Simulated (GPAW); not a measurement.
# Ge (P6_3mc) in GPAW: notebook

Runs on Ge. Level: LDA. Tasks: band structure, equation of state.

Everything below comes from runs of GPAW 26.7.0. Logs are shortened: lines on timing, memory, paths and dates and some standing lists are left out, and cuts for length are marked. The log counts tension as positive stress, the text compression.

### Step 1. The structure

It takes space group P6_3mc (No. 186, hexagonal). Conventional cell: a = 4.050 Å, b = 4.050 Å, c = 10.993 Å, α = 90.00°, β = 90.00°, γ = 120.00°. Ge (site symmetry 3m) has 3 Ge at 2.44 Å as nearest neighbours. Ge (site symmetry 3m) has 3 Ge at 2.44 Å as nearest neighbours.

This isn't the form of Ge at room conditions, which is diamond.

### Step 2. Band structure, LDA

Input file run.py:

```python
from ase import Atoms
from ase.dft.bandgap import bandgap
from ase.io import write
from ase.units import GPa
from gpaw import GPAW, PW

atoms = Atoms(['Ge', 'Ge', 'Ge', 'Ge'],
              cell=[[4.0504045371, 0.0, 0.0],
                    [-2.0252022685, 3.5077532247, 0.0],
                    [0.0, 0.0, 10.993359]],
              scaled_positions=[[0.6666666667, 0.3333333333, 0.414848],
                                [0.3333333333, 0.6666666667, 0.914848],
                                [0.0, 0.0, 0.477452],
                                [0.0, 0.0, 0.977452]],
              pbc=True)

calc = GPAW(mode=PW(600),
            xc='LDA',
            kpts={'size': (6, 6, 2), 'gamma': True},
            occupations={'name': 'fermi-dirac', 'width': 0.05},
            nbands=18,
            convergence={'density': 1e-05, 'energy': 1e-05},
            maxiter=150,
            txt='gpaw.txt')
atoms.calc = calc
energy = atoms.get_potential_energy()
forces = atoms.get_forces()
stress = atoms.get_stress()
calc.write('gs.gpw')
write('result.traj', atoms)
print(f'Energy: {energy:.6f} eV')
print('Forces (eV/A):')
print(forces.round(4))
print('Stress (GPa):', (stress / GPa).round(3))
print('Fermi level:', round(calc.get_fermi_level(), 4), 'eV')
print(f'Gap: {bandgap(calc)[0]:.4f} eV, direct: {bandgap(calc, direct=True)[0]:.4f} eV')

path = atoms.cell.bandpath('GMKGALHA,LM,KH', npoints=100, eps=1e-4)
bs_calc = calc.fixed_density(kpts=path, symmetry='off', nbands=40,
                             convergence={'bands': 'CBM+6.0', 'eigenstates': 1e-6}, txt='bands.txt')
bs = bs_calc.band_structure()
bs.write('bs.json')
print(f'Gap on the path: {bandgap(bs_calc)[0]:.4f} eV')
```

Potentials or basis: the program's PAW data sets (release 1.2.1) made for this functional, pw.

Started as:

```
OMP_NUM_THREADS=1 python run.py
```

gpaw.txt:

```text
__  _  _
 | _ |_)|_||  |
 |__||  | ||/\| - 26.7.0

Input parameters:
  mode=PW(ecut=600.0),
  convergence={'density': 1e-05, 'energy': 1e-05},
  kpts=MonkhorstPack(size=(6, 6, 2), gamma=True),
  maxiter=150,
  nbands=18,
  occupations=Occupations(name='fermi-dirac', width=0.05),
  xc=XC(name='LDA')

Diagonalizing LCAO Hamiltonian
Converting LCAO to pw mode

       GeGe

       Ge    Ge

Atoms  # Å, Bohr magnetons
|   | symbol |         x |        y |         z |    initial magnetic moments |
|---|--------|-----------|----------|-----------|-----------------------------|
| 0 |     Ge |  2.025202 | 1.169251 |  4.560573 | ( 0.0000,  0.0000,  0.0000) |
| 1 |     Ge | -0.000000 | 2.338502 | 10.057252 | ( 0.0000,  0.0000,  0.0000) |
| 2 |     Ge |  0.000000 | 0.000000 |  5.248801 | ( 0.0000,  0.0000,  0.0000) |
| 3 |     Ge |  0.000000 | 0.000000 | 10.745481 | ( 0.0000,  0.0000,  0.0000) |

Unit cell  # Å
| periodic |         x |        y |         z |   lengths |     angles |
|----------|-----------|----------|-----------|-----------|------------|
|      yes |  4.050405 | 0.000000 |  0.000000 |  4.050405 |  90.000000 |
|      yes | -2.025202 | 3.507753 |  0.000000 |  4.050405 |  90.000000 |
|      yes |  0.000000 | 0.000000 | 10.993359 | 10.993359 | 120.000000 |

Number of symmetries: 6
Symmetry operations  # r_c * U_cc + t_c -> r_c
|   | kind |            matrix            |
|---|------|------------------------------|
| 0 |  σ   |  1, 1, 0,  0,-1, 0,  0, 0, 1 |
| 1 |  E   |  1, 0, 0,  0, 1, 0,  0, 0, 1 |
| 2 |  C3  |  0, 1, 0, -1,-1, 0,  0, 0, 1 |
| 3 |  σ   |  0,-1, 0, -1, 0, 0,  0, 0, 1 |
| 4 |  σ   | -1, 0, 0,  1, 1, 0,  0, 0, 1 |
| 5 |  C3  | -1,-1, 0,  1, 0, 0,  0, 0, 1 |

BZ-sampling:
  Number of BZ points: 72
  Number of IBZ points: 14

  Monkhorst-Pack size: [6, 6, 2]
  Monkhorst-Pack shift: [0.08333333333333333, 0.08333333333333333, 0.25]

K-points  # in reciprocal-cell coordinates
|     |                                coordinates |     weight |
|-----|--------------------------------------------|------------|
|   0 | (  0.00000000,   0.00000000,   0.00000000) | 0.01388889 |
|   1 | (  0.00000000,   0.00000000,   0.50000000) | 0.01388889 |
|   2 | (  0.16666667,   0.00000000,   0.00000000) | 0.08333333 |
|   3 | (  0.16666667,   0.00000000,   0.50000000) | 0.08333333 |
|   4 | (  0.33333333,  -0.16666667,   0.00000000) | 0.08333333 |
|   5 | (  0.33333333,  -0.16666667,   0.50000000) | 0.08333333 |
|   6 | (  0.33333333,   0.00000000,   0.00000000) | 0.08333333 |
|   7 | (  0.33333333,   0.00000000,   0.50000000) | 0.08333333 |
|   8 | (  0.33333333,   0.33333333,   0.00000000) | 0.02777778 |
|   9 | (  0.33333333,   0.33333333,   0.50000000) | 0.02777778 |
| ... |                                            |            |
|  13 | (  0.50000000,   0.50000000,   0.50000000) | 0.04166667 |

Plane wave coefficients: 5232
Cutoff: 600.0 eV

Spin-components: 1 (collinear spins)
Bands:           18
Projectors:      20
Spin-degeneracy: 2
Datatype:        complex128

Parallelization:
  kpt:    1
  domain: 1
  band:   1

Density:
  Valence electrons: 16.0
  Components: 1
  Grid points: [24 24 63]
  Charge: 0.0  # |e|

Potential:
  Grid points: [24 24 63]

species:
  Ge:
    name:    Germanium
    Z:       32.0
    valence: 4
    core:    28
    charge:  0.0  # [|e|]
    compensation charges:
      type: gauss
      rc: 0.32  # [Å]
      lmax: 2
    cutoffs:
      filter: 1.77  # [Å]
      core: 3.42  # [Å]
    projectors
    | kind |    occ | energy [eV] | rcut [Å] |
    |------|--------|-------------|----------|
    |   4s |  2.000 |     -11.940 |    1.005 |
    |   4p |  2.000 |      -4.047 |    1.005 |
    |    s |        |      15.272 |    1.005 |
    |    p |        |      23.164 |    1.005 |
    |    d |        |       0.000 |    1.005 |

    Using partial waves for Ge as LCAO basis

Reference energy: -228071.270857  # eV

eigensolver:
  PPCG
  Converge bands: occupied
  niter=2

density mixing:
  MSR1-Mixer
  Pratt-step length: 0.05
  Maximum mixing coefficient: 0.75
  Old densities: 10
  SVD Regularization: 0.005
  Good broyden scale: 1.0
  Trust region scale: 1.0
  Backstep threshold: 4.0
  History deletion threshold: 6.0
  Fourier metric: weight=20.0, sigma=0.015

occupation numbers:
  Fermi-Dirac:
    width: 0.0500  # eV

poisson solver:
  ecut: 4800.0  # eV

xc functional:
  name: None

convergence criteria:
- Maximum integral of absolute [dens]ity change: 1e-05 electrons / valence electron
- Maximum [total energy] change in last 3 cyles: 1e-05 eV / valence electron
- Maximum integral of absolute [eigenst]ate change: 4e-08 eV^2 / valence electron
maximum number of iterations: 150

SCF iterations
|iter     | |      energy | eigst |  dens |
|---------|-|-------------|-------|-------|
|iter:   1| |  -18.432766 | -0.25 |       |
|iter:   2| |  -18.415260 | -2.13 | -0.96 |
|iter:   3| |  -18.218867 | -2.21 | -0.99 |
|iter:   4| |  -18.217143 | -3.41 | -1.69 |
|iter:   5| |  -18.217488 | -4.62 | -2.20 |
|iter:   6| |  -18.217564 | -5.53 | -2.95 |
|iter:   7| |  -18.217503c| -6.25 | -3.04 |
|iter:   8| |  -18.217497c| -7.16 | -3.47 |
|iter:   9| |  -18.217496c| -7.91c| -3.86 |
|iter:  10| |  -18.217497c| -8.26c| -4.29 |
|iter:  11| |  -18.217497c| -8.82c| -4.75 |
|iter:  12| |  -18.217497c| -9.66c| -5.72c|

Converged in 12 steps
Energy contributions relative to reference atoms: (reference = -228071.270857)

Energy contributions:
  Kinetic:          34.914380
  Coulomb:         -33.652686
  Zero:              0.002226
  External:          0.000000
  Xc:              -19.475412
  Entropy:          -0.012006
  Spinorbit:         0.000000
  ----------------------------
  Free energy:     -18.223500
  Extrapolated:    -18.217497

dipole moment: (-13.310705, -23.054817, 29.386849)  # |e|*Ang

Fermi level: 1.114
Eigenvalues  # (at kpt = [0.000, 0.000, 0.000])
| band index |      eig [eV] | occ [0-2] |
|------------|---------------|-----------|
|          0 |       -10.160 |     2.000 |
|          1 |       -10.129 |     2.000 |
|          2 |        -2.657 |     2.000 |
|          3 |        -2.199 |     2.000 |
|          4 |         0.651 |     2.000 |
|          5 |         0.651 |     2.000 |
[... 8 lines left out ...]
|         14 |         4.978 |     0.000 |
|         15 |         4.978 |     0.000 |
|        ... |               |           |
|         17 |         7.572 |     0.000 |

No gap
No difference between direct/indirect transitions

Forces  # eV/Ang
|        x |        y |        z |
|----------|----------|----------|
|  0.00000 | -0.00000 |  0.23048 |  # Ge   0
|  0.00000 |  0.00000 |  0.23047 |  # Ge   1
| -0.00000 |  0.00000 | -0.23049 |  # Ge   2
|  0.00000 |  0.00000 | -0.23049 |  # Ge   3

Stress tensor  # eV/Ang^3
|         x |         y |        z |
|-----------|-----------|----------|
|  0.019180 | -0.000000 | 0.000000 |
| -0.000000 |  0.019180 | 0.000000 |
|  0.000000 |  0.000000 | 0.006223 |

# Writing to gs.gpw (mode='')
```

bands.txt:

```text
Diagonalizing LCAO Hamiltonian
Converting LCAO to pw mode
convergence criteria:
- Maximum integral of absolute [eigenst]ate change: 1e-06 eV^2 / valence electron
maximum number of iterations: 150

SCF iterations
|iter     | |      energy | eigst |  dens |
|---------|-|-------------|-------|-------|
|iter:   1| |             | +1.02 |       |
[... 105 lines left out ...]
         [0.5       , 0.        , 0.125     ],
         [0.5       , 0.        , 0.        ],
         [0.33333333, 0.33333333, 0.        ],
         [0.33333333, 0.33333333, 0.1       ],
         [0.33333333, 0.33333333, 0.2       ],
         [0.33333333, 0.33333333, 0.3       ],
         [0.33333333, 0.33333333, 0.4       ],
         [0.33333333, 0.33333333, 0.5       ]])),
  maxiter=150,
  nbands=40,
  occupations=Occupations(name='fermi-dirac', width=0.05),
  symmetry=Symmetry(point_group=False, time_reversal=False),
  xc=XC(name='LDA')
```

Wall time 2.7 min (1 thread of Arm Neoverse V2, shared host); peak memory 0.67 GiB.

What came out:

| Property | Result |
| --- | --- |
| Free energy | -18.2235 eV |
| Pressure | -2.4 GPa |
| Largest force | 0.230 eV/Å |
| Band gap along the path | none (metal or under the smearing width) |

Forces in eV/Å, atoms in the order of the input:
```
Ge   0.000  0.000  0.230
Ge   0.000  0.000  0.230
Ge   0.000  0.000 -0.230
Ge   0.000  0.000 -0.230
```

Levels at the corners of the path, in eV from the Fermi level:
| point | band 5 | band 6 | band 7 | band 8 | band 9 | band 10 | band 11 | band 12 |
| --- | --- | --- | --- | --- | --- | --- | --- | --- |
| Γ | -0.46 | -0.46 | -0.45 | -0.45 | 0.24 | 0.45 | 1.54 | 3.76 |
| M | -1.98 | -1.95 | -1.26 | -1.08 | 0.58 | 0.82 | 1.50 | 1.58 |
| K | -3.69 | -3.69 | -0.21 | 0.00 | 0.00 | 0.24 | 4.37 | 4.37 |
| Γ | -0.46 | -0.46 | -0.45 | -0.45 | 0.24 | 0.45 | 1.54 | 3.76 |
| A | -0.46 | -0.46 | -0.46 | -0.46 | 0.30 | 0.30 | 2.54 | 2.54 |
| L | -1.97 | -1.97 | -1.16 | -1.16 | 0.65 | 0.65 | 1.55 | 1.55 |
| H | -3.70 | -3.70 | 0.00 | 0.00 | 0.01 | 0.01 | 4.18 | 4.18 |
| A | -0.46 | -0.46 | -0.46 | -0.46 | 0.30 | 0.30 | 2.54 | 2.54 |
| L | -1.97 | -1.97 | -1.16 | -1.16 | 0.65 | 0.65 | 1.55 | 1.55 |
| M | -1.98 | -1.95 | -1.26 | -1.08 | 0.58 | 0.82 | 1.50 | 1.58 |
| K | -3.69 | -3.69 | -0.21 | 0.00 | 0.00 | 0.24 | 4.37 | 4.37 |
| H | -3.70 | -3.70 | 0.00 | 0.00 | 0.01 | 0.01 | 4.18 | 4.18 |

### Step 3. Equation of state, LDA

Input file run.py:

```python
from ase import Atoms
from ase.eos import EquationOfState
from ase.io import Trajectory
from ase.units import GPa
from gpaw import GPAW, PW

atoms = Atoms(['Ge', 'Ge', 'Ge', 'Ge'],
              cell=[[4.0504045371, 0.0, 0.0],
                    [-2.0252022685, 3.5077532247, 0.0],
                    [0.0, 0.0, 10.993359]],
              scaled_positions=[[0.6666666667, 0.3333333333, 0.414848],
                                [0.3333333333, 0.6666666667, 0.914848],
                                [0.0, 0.0, 0.477452],
                                [0.0, 0.0, 0.977452]],
              pbc=True)

traj = Trajectory('eos.traj', 'w')
volumes, energies = [], []
for x in [0.94, 0.96, 0.98, 1.0, 1.02, 1.04, 1.06]:
    a = atoms.copy()
    a.set_cell(atoms.cell * x**(1 / 3), scale_atoms=True)
    calc = GPAW(mode=PW(600),
                xc='LDA',
                kpts={'size': (6, 6, 2), 'gamma': True},
                occupations={'name': 'fermi-dirac', 'width': 0.05},
                nbands=18,
                convergence={'density': 1e-05, 'energy': 1e-05},
                maxiter=150,
                txt=f'eos-{x:.2f}.txt')
    a.calc = calc
    energies.append(a.get_potential_energy(force_consistent=True))
    volumes.append(a.get_volume())
    p = -a.get_stress()[:3].mean() / GPa
    calc.write(f'eos-{x:.2f}.gpw')
    traj.write(a)
    print(f'{x:.2f} {volumes[-1]:10.4f} A^3 {energies[-1]:14.6f} eV {p:9.3f} GPa', flush=True)

v0, e0, B = EquationOfState(volumes, energies, eos='birchmurnaghan').fit()
print(f'V0 = {v0:.4f} A^3, E0 = {e0:.6f} eV, B0 = {B / GPa:.2f} GPa')
```

Potentials or basis: the program's PAW data sets (release 1.2.1) made for this functional, pw.

Started as:

```
OMP_NUM_THREADS=1 python run.py
```

Run time: 2.4 min. Hardware: 1 thread of Arm Neoverse V2, shared host; peak memory 0.36 GiB.

The run converged. Its results:

| Item | Value |
| --- | --- |
| Equilibrium volume | 36.15 Å³/atom (rough: see the caveat) |
| Bulk modulus at fixed shape and positions | 39 GPa (rough) |

Energy against volume, from the lowest point:
| volume (Å³/atom) | energy (meV/atom) |
| --- | --- |
| 36.705 | 0.00 |
| 37.486 | 4.55 |
| 38.267 | 12.16 |
| 39.048 | 22.45 |
| 39.829 | 35.09 |
| 40.610 | 49.66 |
| 41.391 | 65.74 |

Caveat: the minimum lies outside the volumes run; the cell was scaled at fixed shape and fractional positions, which overstates the stiffness of a crystal with free parameters, most of all of layers and chains.
